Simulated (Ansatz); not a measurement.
Crystal: Ag.

```xyz
1
Lattice="0.0000 2.0427 2.0427 2.0427 0.0000 2.0427 2.0427 2.0427 0.0000" Properties=species:S:1:pos:R:3 pbc="T T T"
Ag    0.0000    0.0000    0.0000
```

```yaml
Program: Ansatz 0.2.0
Task: relaxation of cell and atoms
Functional: PBE
Dispersion: D4
Potentials_or_basis: all-electron LAPW, relativistic spinors
Basis_error_allowed: 0.001 eV/atom
k_mesh: 8 × 8 × 8
Occupations: methfessel-paxton, width 0.2 eV
Spin: spin-orbit coupling, no magnetisation
Hubbard_terms: Ag d U = 7.5 eV
```

At the start: volume 17.05 Å³/atom.

How do energy, volume and symmetry change on relaxing?

Over 5 steps the energy falls by 8.7 meV/atom and the volume is 17.76 Å³/atom (+4.2 %); space group Fm-3m (No. 225, to 0.05 Å).

Step by step:
| step | energy change (eV) | largest force (eV/Å) | volume (Å³) |
| --- | --- | --- | --- |
| 1 | 0.0000 | 0.0000 | 17.05 |
| 2 | -0.0051 | 0.0000 | 18.25 |
| 3 | -0.0087 | 0.0000 | 17.81 |
| 4 | -0.0087 | 0.0000 | 17.76 |
| 5 | -0.0087 | 0.0000 | 17.76 |

Final structure:
```
Ag
1.0
     0.00000    2.07098    2.07098
     2.07098    0.00000    2.07098
     2.07098    2.07098    0.00000
Ag
1
Cartesian
  0.0000 0.0000 0.0000
```

Caveat: the k mesh is thin for a metal, which can move the energy by tens of meV per atom; U is the effective U less J, on atomic orbitals that reach past the spheres; U without spin polarisation on a metal has little footing; pairwise dispersion overbinds metals, which lowers pressure and volume; the U is typed as a test and isn't derived for this compound.
